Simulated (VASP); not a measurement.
# Zr (Pm-3m) in VASP: notebook, part 2 of 2

VASP 6.6.1. The steps go on from the part before.

## (4) Single point, revPBE

This run uses another cell than the first one, of 28.28 Å³/atom, 1.120 times its volume.

Contents of INCAR:

```
SYSTEM = Zr
ALGO = Normal
EDIFF = 1E-6
ENCUT = 520
GGA = RE
ISIF = 2
ISMEAR = -1
LASPH = .TRUE.
LCHARG = .TRUE.
LELF = .TRUE.
LREAL = .FALSE.
LVHAR = .TRUE.
LWAVE = .FALSE.
NBANDS = 12
NELM = 60
PREC = Accurate
SIGMA = 0.1
```

Contents of KPOINTS:

```
k-points
0
G
  12 12 12
  0 0 0
```

Contents of POSCAR:

```
Zr
1.0
    3.0466466161      0.0000000000      0.0000000000
    0.0000000000      3.0466466161      0.0000000000
    0.0000000000      0.0000000000      3.0466466161
Zr
1
Direct
    0.0000000000      0.0000000000      0.0000000000
```

Potentials or basis: VASP PAW PBE potentials, release 64 (Zr_sv).

The run is started by

```sh
cat potpaw_PBE.64/Zr_sv/POTCAR > POTCAR
mpirun -np 1 vasp_std > vasp.out
```

OUTCAR:

```text
SYSTEM = Zr
   EDIFF = 1E-6
   ENCUT = 520
   GGA = RE
   ISIF = 2
   ISMEAR = -1
   LASPH = .TRUE.
   LREAL = .FALSE.
   NELM = 60
   PREC = Accurate

 ion  position               nearest neighbor table
   1  0.000  0.000  0.000-

  LATTYP: Found a simple cubic cell.
 ALAT       =     3.0466466161

  Lattice vectors:

 A1 = (   3.0466466161,   0.0000000000,   0.0000000000)
 A2 = (   0.0000000000,   3.0466466161,   0.0000000000)
 A3 = (   0.0000000000,   0.0000000000,   3.0466466161)

Analysis of symmetry for initial positions (statically):
=====================================================================
 Subroutine PRICEL returns:
 Original cell was already a primitive cell.

 Routine SETGRP: Setting up the symmetry group for a
 simple cubic supercell.

 Subroutine GETGRP returns: Found 48 space group operations
 (whereof 48 operations were pure point group operations)
 out of a pool of 48 trial point group operations.

The static configuration has the point symmetry O_h .

Analysis of symmetry for dynamics (positions and initial velocities):
=====================================================================
 Subroutine PRICEL returns:
 Original cell was already a primitive cell.

 Routine SETGRP: Setting up the symmetry group for a
 simple cubic supercell.

 Subroutine GETGRP returns: Found 48 space group operations
 (whereof 48 operations were pure point group operations)
 out of a pool of 48 trial point group operations.

The dynamic configuration has the point symmetry O_h .

 Subroutine INISYM returns: Found 48 space group operations
 (whereof 48 operations are pure point group operations),
 and found     1 'primitive' translations

----------------------------------------------------------------------------------------

                                     Primitive cell

  volume of cell :      28.2791

  direct lattice vectors                    reciprocal lattice vectors
     3.046646616  0.000000000  0.000000000     0.328229731  0.000000000  0.000000000
     0.000000000  3.046646616  0.000000000     0.000000000  0.328229731  0.000000000
     0.000000000  0.000000000  3.046646616     0.000000000  0.000000000  0.328229731

  length of vectors
     3.046646616  3.046646616  3.046646616     0.328229731  0.328229731  0.328229731

  position of ions in fractional coordinates (direct lattice)
     0.000000000  0.000000000  0.000000000

  ion indices of the primitive-cell ions
   primitive index   ion index
                 1           1

----------------------------------------------------------------------------------------

 KPOINTS: k-points

Automatic generation of k-mesh.
 Grid dimensions read from file:
 generate k-points for:   12   12   12

 Generating k-lattice:

  Cartesian coordinates                     Fractional coordinates (reciprocal lattice)
     0.027352478  0.000000000  0.000000000     0.083333333  0.000000000  0.000000000
     0.000000000  0.027352478  0.000000000     0.000000000  0.083333333  0.000000000
     0.000000000  0.000000000  0.027352478     0.000000000  0.000000000  0.083333333

  Length of vectors
     0.027352478  0.027352478  0.027352478

  Shift w.r.t. Gamma in fractional coordinates (k-lattice)
     0.000000000  0.000000000  0.000000000

 Subroutine IBZKPT returns following result:
 ===========================================

 Found     84 irreducible k-points:

 Following reciprocal coordinates:
            Coordinates               Weight
  0.000000  0.000000  0.000000      1.000000
  0.083333  0.000000  0.000000      6.000000
  0.166667  0.000000  0.000000      6.000000
  0.250000  0.000000  0.000000      6.000000
  0.333333  0.000000  0.000000      6.000000
  0.416667  0.000000  0.000000      6.000000
[... 16 lines left out ...]
  0.333333  0.333333  0.000000     12.000000
  0.416667  0.333333  0.000000     24.000000
 [... further k-points ...]
   k-points           NKPTS =     84   k-points in BZ     NKDIM =     84   number of bands    NBANDS=     12
   number of dos      NEDOS =    301   number of ions     NIONS =      1
   total plane-waves  NPLWV =  13824
   dimension x,y,z NGX =    24 NGY =   24 NGZ =   24
   dimension x,y,z NGXF=    48 NGYF=   48 NGZF=   48
   ions per type =               1
   NGX,Y,Z   is equivalent  to a cutoff of  13.10, 13.10, 13.10 a.u.
   NGXF,Y,Z  is equivalent  to a cutoff of  26.19, 26.19, 26.19 a.u.
 SYSTEM =  Zr
   PREC   = accura    normal or accurate (medium, high low for compatibility)
   ISTART =      0    job   : 0-new  1-cont  2-samecut
   ICHARG =      2    charge: 1-file 2-atom 10-const
   ISPIN  =      1    spin polarized calculation?
   LNONCOLLINEAR =      F non collinear calculations
   LSORBIT =      F    spin-orbit coupling
   LASPH  =      T    aspherical Exc in radial PAW
   ENCUT  =  520.0 eV  38.22 Ry    6.18 a.u.   5.66  5.66  5.66*2*pi/ulx,y,z
   NELM   =     60;   NELMIN=  2; NELMDL= -5     # of ELM steps
   EDIFF  = 0.1E-05   stopping-criterion for ELM
   LREAL  =      F    real-space projection
   EDIFFG = 0.1E-04   stopping-criterion for IOM
   NSW    =      0    number of steps for IOM
   IBRION =     -1    ionic relax: 0-MD 1-quasi-New 2-CG
   NFREE  =      0    steps in history (QN), initial steepest desc. (CG)
   ISIF   =      2    stress and relaxation
   ISYM   =      2    0-nonsym 1-usesym 2-fastsym
   POTIM  = 0.5000    time-step for ionic-motion
   TEBEG  =    0.0;   TEEND  =   0.0 temperature during run
   PSTRESS=    0.0 pullay stress
   NELECT =      12.0000    total number of electrons
   NUPDOWN=      -1.0000    fix difference up-down
   EMIN   =  10.00;   EMAX   =-10.00  energy-range for DOS
   EFERMI =   0.00;   METHOD = LEGACY
   ISMEAR =    -1;   SIGMA  =   0.10  broadening in eV -4-tet -1-fermi 0-gaus
   EFERMI_NEDOS =   21; number of points for ismear=-14 and -15
   IALGO  =     38    algorithm
   IMIX   =      4    mixing-type and parameters
     AMIX     =   0.40;   BMIX     =  1.00
     AMIX_MAG =   1.60;   BMIX_MAG =  1.00
  volume/ion in A,a.u.               =      28.28       190.84
  Fermi-wavevector in a.u.,A,eV,Ry     =   1.230212  2.324763 20.591338  1.513421
  Thomas-Fermi vector in A             =   2.365069
   LORBIT       =      0    0 simple, 1 ext, 2 COOP (PROOUT), +10 PAW based schemes
   GGA     = RE    functional components
   LHFCALC =     F    Hartree Fock is set to
   AEXX    =    0.0000 exact exchange contribution
   IVDW    =     0    specifies the selected vdW correction
   LEPSILON=     F    determine dielectric tensor
   LRPA    =     F    only Hartree local field effects (RPA)
 non-spin polarized calculation
  energy-cutoff  :      520.00
  volume of cell :       28.28
 maximum number of plane-waves:       772
 NGX is ok and might be reduce to    24
   NGX = 11   NGY = 11   NGZ = 11

 number of electron      11.9999999 magnetization

 Free energy of the ion-electron system (eV)
  ---------------------------------------------------
  ext. energy  EPLUGINS =         0.00000000
  ---------------------------------------------------
  free energy    TOTEN  =        -7.26460154 eV

  energy without entropy =       -7.18962976  energy(sigma->0) =       -7.22711565

 E-fermi :   6.7407     XC(G=0): -10.0728

 val. band max:        6.7091058118   @ k =   0.5000   0.1667   0.0000
 cond. band min:       6.7574670174   @ k =   0.3333   0.3333   0.3333
 fundamental gap:      0.0483612055
 Fermi energy:         6.7406663155

 k-point     1 :       0.0000    0.0000    0.0000
  band No.  band energies     occupation
      1     -42.1266      2.00000
      2     -19.7358      2.00000
      3     -19.7358      2.00000
      4     -19.7358      2.00000
      5       1.9524      2.00000
      6       5.3729      2.00000
      7       5.3729      2.00000
      8      11.5168      0.00000
      9      11.5168      0.00000
     10      11.5168      0.00000
     11      18.4742      0.00000
     12      18.4742      0.00000
[... 331 lines left out ...]
 k-point    24 :       0.4167    0.3333    0.0000
  band No.  band energies     occupation
      1     -41.9868      2.00000
      2     -20.4033      2.00000
      3     -20.2487      2.00000
      4     -19.6185      2.00000
      5       4.8482      2.00000
      6       6.0412      1.99817
      7       8.9299      0.00000
      8       9.5358      0.00000
      9       9.9863      0.00000
     10      10.0203      0.00000
     11      14.2791      0.00000
     12      18.0001      0.00000

 [... further k-points ...]

------------------------ aborting loop because EDIFF is reached ----------------------------------------

  FORCE on cell =-STRESS in cart. coord.  units (eV):
  Direction    XX          YY          ZZ          XY          YZ          ZX
  --------------------------------------------------------------------------------------
  -------------------------------------------------------------------------------------
  Total       -0.9967885     -0.9967885     -0.9967885      0.0000000      0.0000000      0.0000000
  in kB      -56.4738469    -56.4738469    -56.4738469      0.0000000      0.0000000      0.0000000
  external PRESSURE =     -56.4738469 kB  Pullay stress =       0.0000000 kB

 VOLUME and BASIS-vectors are now :
 -----------------------------------------------------------------------------
  energy-cutoff  :      520.00
  volume of cell :       28.28
      direct lattice vectors                 reciprocal lattice vectors
     3.046646616  0.000000000  0.000000000     0.328229731  0.000000000  0.000000000
     0.000000000  3.046646616  0.000000000     0.000000000  0.328229731  0.000000000
     0.000000000  0.000000000  3.046646616     0.000000000  0.000000000  0.328229731

 POSITION                                       TOTAL-FORCE (eV/Angst)
 -----------------------------------------------------------------------------------
      0.00000      0.00000      0.00000         0.000000      0.000000      0.000000
 -----------------------------------------------------------------------------------
    total drift:                                0.000000      0.000000      0.000000

  FREE ENERGIE OF THE ION-ELECTRON SYSTEM (eV)
  ---------------------------------------------------
  free  energy   TOTEN  =        -7.2646015445 eV

  energy  without entropy=       -7.1896297567  energy(sigma->0) =       -7.22711565
```

OSZICAR:

```text
N       E                     dE             d eps       ncg     rms          rms(c)
DAV:   1     0.877575015281E+02    0.87758E+02   -0.66937E+03  2040   0.968E+02
DAV:   2    -0.429827756390E+01   -0.92056E+02   -0.89344E+02  2348   0.260E+02
DAV:   3    -0.746336081928E+01   -0.31651E+01   -0.30808E+01  3000   0.409E+01
DAV:   4    -0.753627848461E+01   -0.72918E-01   -0.72490E-01  2408   0.607E+00
DAV:   5    -0.753846237294E+01   -0.21839E-02   -0.21834E-02  2904   0.747E-01    0.746E+00
DAV:   6    -0.728286496683E+01    0.25560E+00   -0.38632E-01  2192   0.525E+00    0.286E+00
DAV:   7    -0.725822501397E+01    0.24640E-01   -0.14710E-01  2456   0.309E+00    0.693E-01
DAV:   8    -0.726462465349E+01   -0.63996E-02   -0.13921E-02  2608   0.121E+00    0.145E-01
DAV:   9    -0.726462572026E+01   -0.10668E-05   -0.47929E-04  2640   0.200E-01    0.266E-02
DAV:  10    -0.726460146778E+01    0.24252E-04   -0.25560E-05  2800   0.374E-02    0.361E-03
DAV:  11    -0.726460154449E+01   -0.76713E-07   -0.36021E-07  1712   0.412E-03
   1 F= -.72646015E+01 E0= -.72271157E+01  d E =-.749718E-01
```

Run time: 10 s. Hardware: 1 thread of Intel Xeon Platinum 8488C (Sapphire Rapids), shared host; peak memory 0.14 GiB.

What came out:

* Free energy: -7.2646 eV
* Pressure: -5.6 GPa
* Band gap on the k mesh: none (metal or under the smearing width)

Caveat: the PAW data sets were made with another functional, which shifts forces and pressure a little.

## (5) Single point, revPBE

This run uses another cell than the first one, of 22.22 Å³/atom, 0.880 times its volume.

Contents of INCAR:

```
PREC = Accurate
ENCUT = 520
EDIFF = 1E-7
ISMEAR = -1
SIGMA = 0.1
LREAL = False
LASPH = True
NELM = 100
ALGO = Fast
ISIF = 2
LWAVE = False
LCHARG = False
GGA = RE
NBANDS = 12
```

Contents of KPOINTS:

```
Automatic mesh
0
Gamma
  12 12 12
```

Contents of POSCAR:

```
Zr
1.0
    2.8113201108      0.0000000000      0.0000000000
    0.0000000000      2.8113201108      0.0000000000
    0.0000000000      0.0000000000      2.8113201108
Zr
1
Direct
    0.0000000000      0.0000000000      0.0000000000
```

The run is started by

```sh
cat potpaw_PBE.64/Zr_sv/POTCAR > POTCAR
mpirun -np 1 vasp_std > vasp.out
```

It took 17 s on 1 thread of Intel Xeon Platinum 8488C (Sapphire Rapids), shared host; peak memory 0.14 GiB.

The run converged. Its results:

* Free energy: -7.2230 eV
* Pressure: 10.5 GPa
* Band gap on the k mesh: none (metal or under the smearing width)

Levels at points of the mesh, in eV from the Fermi level:
```csv
k point,band 4,band 5,band 6,band 7,band 8,band 9
"(0.00, 0.00, 0.00)",-25.81,-5.19,-1.98,-1.98,6.21,6.21
"(0.50, 0.00, 0.00)",-25.65,-1.99,-1.02,0.60,2.71,2.71
"(0.50, 0.50, 0.00)",-25.51,-3.54,-0.25,3.47,3.47,5.61
"(0.50, 0.50, 0.50)",-26.94,-1.86,-1.86,-1.86,6.48,8.71
```

Caveat: the PAW data sets were made with another functional, which shifts forces and pressure a little.

## (6) Overview

| cell | k mesh | gap on the mesh (eV) | pressure (GPa) |
| --- | --- | --- | --- |
| Pm-3m, 25.25 Å³/atom | 18 × 18 × 18 | none | 0.2 |
| Pm-3m, 23.23 Å³/atom | 12 × 12 × 12 | none | 6.5 |
| Pm-3m, 28.28 Å³/atom | 12 × 12 × 12 | none | -5.6 |
| Pm-3m, 22.22 Å³/atom | 12 × 12 × 12 | none | 10.5 |

Alike in all rows: task single point; level revPBE; potentials or basis VASP PAW PBE potentials, release 64 (Zr_sv); no spin polarisation; cutoff (eV) 520; smearing fermi-dirac 0.1 eV.

Every run on the cell as given and a fine mesh finds a metal.

Caveats: the PAW data sets were made with another functional, which shifts forces and pressure a little.

Absolute energies hang on the potentials; compare differences alone.
